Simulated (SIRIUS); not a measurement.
## BaZrO3 under changes of volume

One of the cells (14.726 Å³/atom); the others are scaled copies at fixed shape and fractional positions:

```xyz
5
Lattice="4.1913 0.0000 0.0000 0.0000 4.1913 0.0000 0.0000 0.0000 4.1913" Properties=species:S:1:pos:R:3 pbc="T T T"
Ba    0.0000    0.0000    0.0000
Zr    2.0957    2.0957    2.0957
O     2.0957    2.0957    0.0000
O     2.0957    0.0000    2.0957
O     0.0000    2.0957    2.0957
```

* Program: SIRIUS 7.12.0
* Functional: PBEsol
* Potentials or basis: all-electron FP-LAPW
* Cutoff: 327 eV
* Basis: apw+lo standard
* k mesh: 6 × 6 × 6
* Occupations: fermi-dirac, width 0.05 eV
* Spin: no spin polarisation

| volume (Å³/atom) | energy over the lowest point (meV/atom) | gap on the mesh (eV) |
| --- | --- | --- |
| 13.843 | ? | ? |
| 14.137 | 7.66 | 3.25 |
| 14.432 | 0.54 | 3.20 |
| 14.726 | 0.00 | 3.16 |
| 15.021 | 5.11 | 3.11 |
| 15.315 | 15.51 | 3.07 |
| 15.610 | 30.37 | 3.03 |

What does the run at 13.843 Å³/atom give?

Energy over the lowest point 21.91 meV/atom; gap on the mesh 3.29 eV.

Worked out: A Birch-Murnaghan fit of order 3 (a polynomial in V^(-2/3)) to the other rows has its minimum at 14.61 Å³/atom with B0 = V·E''(V) = 164 GPa and B' = 4.9. It gives 22.07 meV/atom at 13.843 Å³/atom, against the run's 21.91. A straight line through the other rows of the gap, of slope -2.22 eV per unit of ln V, extrapolates to 3.29 eV, against the run's 3.29.

Energies are extrapolated to zero smearing.

Caveats: spin-orbit coupling is left out, which moves the levels of the heavy elements.

A mesh can miss the band edges.
